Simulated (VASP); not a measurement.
Cs2AgBiBr6:

```
Bi Cs Ag Br
1.0
     0.00000    5.61610    5.61610
     5.61610    0.00000    5.61610
     5.61610    5.61610    0.00000
Bi Cs Ag Br
1 2 1 6
Direct
  0.00000 0.00000 0.00000
  0.75000 0.75000 0.75000
  0.25000 0.25000 0.25000
  0.50000 0.50000 0.50000
  0.74945 0.74945 0.25055
  0.25055 0.25055 0.74945
  0.74945 0.25055 0.25055
  0.74945 0.25055 0.74945
  0.25055 0.74945 0.74945
  0.25055 0.74945 0.25055
```

| Item | Value |
| --- | --- |
| Program | VASP 6.6.1 |
| Task | relaxation of cell and atoms |
| Functional | PW91 |
| Potentials or basis | VASP PAW PBE potentials, release 64 (Bi_d, Cs_sv, Ag, Br) |
| Cutoff | 600 eV |
| k mesh | 3 × 3 × 3 |
| Occupations | fermi-dirac, width 0.05 eV |
| Spin | no spin polarisation |

At the start: pressure 1.8 GPa; volume 35.43 Å³/atom.

Question: Where does the relaxation end?

Answer: Over 7 steps the energy falls by 13.1 meV/atom and the volume is 37.69 Å³/atom (+6.4 %); space group Fm-3m (No. 225, to 0.05 Å).

The path:
```
step  energy change (eV)  largest force (eV/Å)  pressure (GPa)  volume (Å³)
   1              0.0000                0.3110            1.81       354.27
   2             -0.1304                0.0080            0.08       375.21
   3             -0.1307                0.0207            0.01       376.19
   4             -0.1306                0.0150            0.04       375.75
   5             -0.1307                0.0091            0.04       375.93
   6             -0.1309                0.0054            0.02       376.39
   7             -0.1309                0.0011           -0.01       376.87
```

Final structure:
```xyz
10
Lattice="0.0000 5.7330 5.7330 5.7330 0.0000 5.7330 5.7330 5.7330 0.0000" Properties=species:S:1:pos:R:3 pbc="T T T"
Bi    0.0000    0.0000    0.0000
Cs    8.5996    8.5996    8.5996
Cs    2.8665    2.8665    2.8665
Ag    5.7330    5.7330    5.7330
Br    5.7330    5.7330    8.5805
Br    5.7330    5.7330    2.8856
Br    2.8856    5.7330    5.7330
Br    5.7330    8.5805    5.7330
Br    8.5805    5.7330    5.7330
Br    5.7330    2.8856    5.7330
```

Caveat: the PAW data sets were made with another functional, which shifts forces and pressure a little.
